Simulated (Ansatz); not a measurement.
# InSe (C2/m) in Ansatz: band structure with PBEsol

Aim: the band structure of InSe with PBEsol.

Program: Ansatz 0.2.0. These are calculated values, not measurements. Logs are shortened: lines on timing, memory, paths and dates and some standing lists are left out, and cuts for length are marked.

### Step 1. The structure

Symmetry: C2/m, No. 12, monoclinic system. Conventional cell: a = 11.653 Å, b = 4.109 Å, c = 5.073 Å, α = 90.00°, β = 109.86°, γ = 90.00°. In (site symmetry m) is surrounded by 3 Se at 2.68 to 2.69 Å and 1 In at 2.80 Å. Around Se (site symmetry m) lie 3 In at 2.68 to 2.69 Å.

The cell comes from a database or a generator and needn't be the stable form of this composition.

### Step 2. Band structure, PBEsol

File input.yaml:

```yaml
crystal:
  lattice:
    - [5.8263928781, -2.054648955, 0.0]
    - [5.8263928781, 2.054648955, 0.0]
    - [-1.723233014, 0.0, 4.7713478577]
  atoms:
    - { symbol: In, position: [0.88820325, 0.88820325, 0.04684136] }
    - { symbol: In, position: [0.11179675, 0.11179675, 0.95315864] }
    - { symbol: Se, position: [0.66092759, 0.66092759, 0.66895562] }
    - { symbol: Se, position: [0.33907241, 0.33907241, 0.33104438] }
hamiltonian:
  xc: pbesol
  pseudopotentials: { kind: paw }
kpoints:
  mp_grid: { grid: [7, 7, 6] }
  band_path:
    path:
      - [[0.0, 0.5, 0.0], [0.0, 0.0, 0.0], [0.0, 0.0, -0.5]]
      - [[0.0, 0.5, -0.5], [0.0, 0.0, 0.0], [-0.5, -0.5, 0.5]]
      - [[-0.5, 0.0, 0.5], [0.0, 0.0, 0.0], [-0.5, -0.5, 0.0]]
      - [[-0.5, 0.0, 0.0], [0.0, 0.0, 0.0]]
    npoints: 14
scf:
  occupations: { method: fermi_dirac, width: 0.05 }
  n_extra_bands: 10
output:
  forces: true
  stress: true
  eigenvalues: true
  fatbands: true
```

Potentials or basis: Ansatz PAW.

Run with:

```sh
> ansatz run input.yaml --threads 2 --pin off --max-ram 5632MiB --backend cpu --events-out ev --progress --plain --runs-dir out
```

Output:

```text
Warning: RAYON_NUM_THREADS=2 ignored (pool sized by the plan → 2); use --threads N
scf.n_extra_bands = 10 over 29 filled bands (N_el = 58.0): the run solves 39 bands
Engine: ansatz 0.2.0, x86_64-unknown-linux-gnu
Pseudopotentials: kind: paw
Pseudopotential: In, paw, valence charge 13, recommended cutoff 420 eV (normal), In.paw.azcp
Pseudopotential: Se, paw, valence charge 16, recommended cutoff 420 eV (normal), Se.paw.azcp
Functional definition: PBEsol
  exchange = pbesol_x
  correlation = pbesol_c
Crystal: 4 atoms, lattice volume = 114.237 Å³
Basis set: ecut = 420 eV, 2235 PW (Γ), exchange–correlation on 90×90×72 points (8 copies of the dense FFT grid, shifted against one another)
Bands: 39, of which v1, the nominal top of the filled ones, is band 29 counted from 1 (28 counted from 0)
Symmetry: 4 space group operations
Space group: C2/m (ITA 12), of the structure as read, at distance tolerance 4.9e-5 Å
k-points: 88 of 294
Non-local potential: In, projectors of the file, l = 0: 2, l = 1: 2, l = 2: 2, l = 3: 2
Non-local potential: Se, projectors of the file, l = 0: 2, l = 1: 2, l = 2: 3, l = 3: 1
PAW form: soft (Blöchl's): semilocal exchange-correlation on the pseudo side does not see the compensation charge
PAW frozen core: In, regenerated for the run's functional, and the local potential with it (the file was generated under x = pbe(κ = 0.804, μ = 0.2195149727645171), c = pbe(β = 0.06672455060314922))
PAW frozen core: Se, regenerated for the run's functional, and the local potential with it (the file was generated under x = pbe(κ = 0.804, μ = 0.2195149727645171), c = pbe(β = 0.06672455060314922))
PAW one-centre angular grid: In, 590 points (default); XC on 64 Gauss nodes
PAW one-centre angular grid: Se, 590 points (default); XC on 64 Gauss nodes
Initial density: superposition of atomic densities (neutral atoms: chi_scale 0, normalization atom), corrected by the library's trained network
Initial wavefunctions: pseudopotential atomic-orbital guess
Functional: x = pbesol(κ = 0.804, μ = 0.12345679012345678), c = pbesol(β = 0.046)
SCF iter   1: F=—  HF=-21901.070547 eV  |F-HF|=—  |Δ(HF+E_count)|=         —  Δρ=3.11e-3  dr2=1.72e-2  ethr=1.77e-3  ⟨swp⟩=6.7  Hψ=14571  notcnv=0  defer=100
preconditioner: auto → Resta (q_TF=auto, 2.437 Å⁻¹)  ε∞=2.9  [insulator: Δε(μ)=1.074 eV  Ē_g=15.391 eV  σ=0.050 eV  W_gap=1.00  n_scr=32 (ndim 8)  ℏωp=21.4 eV  f_vac=0.050  D(μ)=0.00/eV (n_scr^D=0)  ε∞_Penn≈2.9]
SCF iter   2: F=—  HF=-21901.062607 eV  |F-HF|=—  |Δ(HF+E_count)|=   7.94e-3  Δρ=1.56e-3  dr2=2.49e-3  ethr=2.96e-5  ⟨swp⟩=2.9  Hψ=7026  notcnv=0  defer=239
SCF iter   3: F=—  HF=-21901.062150 eV  |F-HF|=—  |Δ(HF+E_count)|=   4.57e-4  Δρ=4.14e-4  dr2=2.43e-4  ethr=4.29e-6  ⟨swp⟩=2.0  Hψ=4368  notcnv=0  defer=239
SCF iter   4: F=—  HF=-21901.062178 eV  |F-HF|=—  |Δ(HF+E_count)|=   2.84e-5  Δρ=1.98e-4  dr2=4.67e-5  ethr=4.19e-7  ⟨swp⟩=2.0  Hψ=3734  notcnv=0  defer=239
SCF iter   5: F=—  HF=-21901.062240 eV  |F-HF|=—  |Δ(HF+E_count)|=   6.15e-5  Δρ=3.97e-5  dr2=2.38e-6  ethr=8.05e-8  ⟨swp⟩=3.0  Hψ=5732  notcnv=0  defer=239
SCF iter   6: F=—  HF=-21901.062240 eV  |F-HF|=—  |Δ(HF+E_count)|=   4.78e-7  Δρ=1.56e-5  dr2=2.78e-7  ethr=4.10e-9  ⟨swp⟩=2.0  Hψ=5743  notcnv=0  defer=239
SCF iter   7: F=-21901.062240 eV  HF=-21901.062240 eV  |F-HF|=1.47e-8  |Δ(HF+E_count)|=   1.47e-7  Δρ=4.48e-6  dr2=2.48e-8  ethr=1.72e-10  ⟨swp⟩=9.3  Hψ=16828  notcnv=0
SCF 1 converged in 7 iterations: F = -21901.062240 eV  dr2 = 2.48e-8
NSCF: frozen V_eff on 102 k-points
SCF converged after 7 iterations
Free energy (F): -21901.062240 eV
Harris-Foulkes:  -21901.062240 eV  (|F-HF|=1.47e-8)
Internal energy: -21901.062240 eV  (E = F + TS)
E sigma→0 (E₀):  -21901.062240 eV
Entropy (-TS):   -0.000000 eV (-0.000 meV/atom)
Fermi energy:    7.605765 eV
--- Per-component energies (eV) ---
  E_band       = -901.354460
  E_kinetic    = 721.838041
  E_local      = -7773.414485  (includes V_loc(G=0)·N_el)
  E_nonlocal   = -448.350162
  E_hartree    = 3581.567828
  E_xc         = -632.531739
  E_vxc        = -394.482883  (∫ρ·V_xc dr)
  E_paw        = -11903.838841  (= ΣΔE_a)
  E_vpaw       = -170.076938  (= ΣTr[D̂ρ^β])
  E_aug_tail   = -0.001163  (compensation charges beyond the density's cutoff)
  E_ewald      = -5448.820425
  E_core_change = 2.488706  (= ΣΔE_core)
  E_smearing   = -0.000000  (= −TS)
  E_closure    = 0.000000  (closes the sum)
  Σ components = -21901.062240   (vs F -21901.062240, Δ=0.00e0)
--- Forces (eV/Å), atoms counted from 1 ---
  atom   1  In    -0.03118648     0.00000000    -0.00767958
  atom   2  In     0.03118648    -0.00000000     0.00767958
  atom   3  Se     0.01134057     0.00000000    -0.06471791
  atom   4  Se    -0.01134057    -0.00000000     0.06471791
  max |Σ_I F_I| component: 1.73e-18 eV/Å
--- Stress (GPa, compression-positive) ---
       -1.444115       0.000000       0.004043
        0.000000      -1.113583       0.000000
        0.004043       0.000000      -0.918952
  P = ⅓ Tr σ = -1.1589 GPa (-11.589 kbar)
--- Band table (eV; the first three rows and the last of 88) ---
  k-point 0: bands = ["-40.0102", "-40.0099", "-40.0098", "-40.0096", "-39.9838", "-39.9834", "-39.9820", "-39.9817", "-39.9715", "-39.9715", "-7.3938", "-7.2788", "-7.0894", "-7.0569", "-7.0182", "-7.0153", "-6.9668", "-6.9236", "-6.8947", "-6.7413", "-6.1100", "-4.4365", "2.3452", "3.2364", "3.3436", "4.8070", "5.0833", "5.7008", "5.9229", "9.7162", "10.0036", "10.6303", "11.8679", "12.4842", "12.5078", "13.7607", "15.2566", "16.4759", "17.0748"]
  k-point 1: bands = ["-40.0102", "-40.0099", "-40.0098", "-40.0096", "-39.9837", "-39.9834", "-39.9820", "-39.9817", "-39.9715", "-39.9715", "-7.3983", "-7.2780", "-7.0899", "-7.0557", "-7.0181", "-7.0170", "-6.9661", "-6.9234", "-6.8944", "-6.7437", "-6.0140", "-4.5446", "2.0716", "2.9385", "3.6300", "5.1260", "5.1509", "5.9510", "6.1227", "9.1573", "9.4111", "11.0790", "11.5142", "12.4370", "13.3329", "13.9454", "15.0120", "15.4578", "16.3742"]
  k-point 2: bands = ["-40.0102", "-40.0099", "-40.0098", "-40.0096", "-39.9837", "-39.9834", "-39.9820", "-39.9818", "-39.9715", "-39.9715", "-7.4063", "-7.2764", "-7.0910", "-7.0529", "-7.0204", "-7.0175", "-6.9650", "-6.9230", "-6.8940", "-6.7487", "-5.7643", "-4.8194", "1.6600", "2.5597", "4.2653", "5.2261", "5.7467", "5.9905", "6.5329", "8.5063", "8.8158", "11.0760", "11.1111", "13.0747", "13.5572", "13.6466", "14.9676", "15.7915", "16.2605"]
  k-point 87: bands = ["-40.0102", "-40.0099", "-40.0098", "-40.0095", "-39.9836", "-39.9835", "-39.9820", "-39.9818", "-39.9715", "-39.9714", "-7.3772", "-7.2454", "-7.1477", "-7.1332", "-7.0811", "-7.0051", "-6.9812", "-6.9189", "-6.8425", "-6.7324", "-5.5804", "-4.6603", "1.1020", "2.2309", "4.1871", "4.4117", "5.8729", "6.4795", "6.7443", "9.0575", "10.5929", "10.6787", "11.3530", "12.7020", "12.8777", "13.8103", "15.0484", "15.2542", "16.1858"]
```

It took 22 s on 2 threads of AMD EPYC 7R43 (Zen 3), shared host; peak memory 0.63 GiB.

Results:

```
Free energy             : -21901.0622 eV
Pressure                : -1.2 GPa
Largest force           : 0.066 eV/Å
Band gap on the k mesh  : 1.08 eV, indirect (least direct gap 1.16 eV)
Band gap along the path : 1.07 eV, indirect (least direct gap 1.31 eV)
```

Forces on the atoms (eV/Å):
```
In  -0.031  0.000 -0.008
In   0.031  0.000  0.008
Se   0.011  0.000 -0.065
Se  -0.011  0.000  0.065
```

Stress tensor (GPa, compression positive):
```
-1.44  0.00  0.00
 0.00 -1.11  0.00
 0.00  0.00 -0.92
```

Levels at the corners of the path, in eV from the valence-band top:
| point | band 26 | band 27 | band 28 | band 29 | band 30 | band 31 | band 32 | band 33 |
| --- | --- | --- | --- | --- | --- | --- | --- | --- |
| X | -2.16 | -1.79 | -1.55 | -1.18 | 1.60 | 2.39 | 3.63 | 3.65 |
| Γ | -2.24 | -1.97 | -1.35 | -1.13 | 2.67 | 2.95 | 3.58 | 4.82 |
| Y | -1.76 | -1.44 | -1.05 | -0.38 | 1.07 | 2.04 | 3.52 | 3.88 |
| L | -2.95 | -2.14 | -2.10 | -1.30 | 2.44 | 3.37 | 3.64 | 4.69 |
| Γ | -2.24 | -1.97 | -1.35 | -1.13 | 2.67 | 2.95 | 3.58 | 4.82 |
| Z | -1.66 | -1.29 | -0.72 | -0.48 | 2.13 | 2.97 | 3.39 | 4.71 |
| N | -2.95 | -2.14 | -2.10 | -1.30 | 2.44 | 3.37 | 3.64 | 4.69 |
| Γ | -2.24 | -1.97 | -1.35 | -1.13 | 2.67 | 2.95 | 3.58 | 4.82 |
| M | -2.35 | -1.18 | -0.68 | -0.05 | 1.46 | 2.59 | 3.35 | 3.95 |
| R | -2.16 | -1.79 | -1.55 | -1.18 | 1.60 | 2.39 | 3.63 | 3.65 |
| Γ | -2.24 | -1.97 | -1.35 | -1.13 | 2.67 | 2.95 | 3.58 | 4.82 |

Caveat: spin-orbit coupling is left out, which moves the levels of the heavy elements; the PAW data sets come from PBE, with cores solved anew for the run's functional, which leaves a small shift of forces and pressure.
